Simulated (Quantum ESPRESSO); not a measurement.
CdSe:

```xyz
2
Lattice="3.5569 0.0000 0.0000 0.0000 3.5569 0.0000 0.0000 0.0000 3.5569" Properties=species:S:1:pos:R:3 pbc="T T T"
Cd    1.7784    1.7784    1.7784
Se    0.0000    0.0000    0.0000
```

The cell was built by a generator and needn't be a form met in nature.

| Property | Result |
| --- | --- |
| Program | Quantum ESPRESSO 7.5 |
| Task | phonons |
| Functional | BLYP |
| Potentials or basis | GBRV 1.5 PBE |
| Cutoff | 612 eV |
| Density cutoff | 4898 eV |
| k mesh | 8 × 8 × 8, shifted |
| Occupations | fermi-dirac, width 0.05 eV |
| Spin | no spin polarisation |
| Mixing beta | 0.5 |
| Most SCF iterations | 120 |
| SCF threshold | 4e-10 Ry |

At Γ the optical frequencies are 39 39 39 cm⁻¹, at a pressure of 5.1 GPa.

Task: How do the modes respond when the cell is scaled evenly, at fixed shape?

Result: The highest mode has a Grüneisen parameter of 4.95 and moves by +2.8 cm⁻¹ per GPa. None of the listed modes softens on compression. The pressures give a bulk modulus of about 69 GPa.

Frequencies at 99 % and 101 % of the volume (pressures 5.8 and 4.4 GPa), ions relaxed:
| mode | 99 % (cm⁻¹) | 101 % (cm⁻¹) | Grüneisen parameter |
| --- | --- | --- | --- |
| 4 | 41.2 | 37.3 | 4.95 |
| 5 | 41.2 | 37.3 | 4.95 |
| 6 | 41.2 | 37.3 | 4.95 |

Modes are matched by their order; those that don't vary smoothly over the three volumes are left out.

Caveat: the mesh is thin for the phonons of a metal; the potentials were made for another functional, which shifts forces and pressure; the cell is more than 3 GPa from zero pressure, which shifts response properties.
